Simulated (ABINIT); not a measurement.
Runs of ABINIT 10.8.3 (patched build) on Te. Symmetry: C2/m, No. 12, monoclinic system. The conventional cell has a = 7.641 Å, b = 4.296 Å, c = 5.977 Å, α = 90.00°, β = 90.90°, γ = 90.00°. Te (site symmetry 2/m) is surrounded by 6 Te at 3.09 to 3.31 Å. Around Te (site symmetry m) lie 6 Te at 3.03 to 3.47 Å. This isn't the form of Te at room conditions, which is trigonal, of chains.

```csv
task,level,potentials or basis,cell,cutoff (eV),fine-grid cutoff,cell freedom (optcell),optimiser (ionmov),cutoff smearing ecutsm (Ha),force stop (Ha/bohr),gap on the mesh (eV),pressure (GPa),largest force (eV/Å)
positron lifetime,LDA,JTH PAW LDA v2.0,as given,299,598.65 eV,-,-,-,-,none,-2.9,0.02
single point,PBEsol,PseudoDojo NC SR PBEsol v0.4.1 standard,as given,1088,-,-,-,-,-,none,(a),0.03
relaxation of cell and atoms,LDA,JTH PAW LDA v2.0,relaxed,408,816.342 eV,2,2,0.5,2e-05,none,0.0,-
single point,LDA,PseudoDojo NC SR LDA v0.4.1 standard,as given,952,-,-,-,-,-,none,-2.9,0.01
```

Alike in all rows: no spin polarisation; k mesh 5 × 5 × 4; smearing fermi-dirac 0.05 eV.

Question: Estimate the missing entries.

Answer: (a) -1.8.

Caveats: the PAW basis is incomplete for the positron (some runs).

A k mesh can miss the band edges, and the runs leave out spin-orbit coupling on Te.

A gap of «none» marks a metal or a gap under the smearing width.

Not every run made on this cell is shown here.
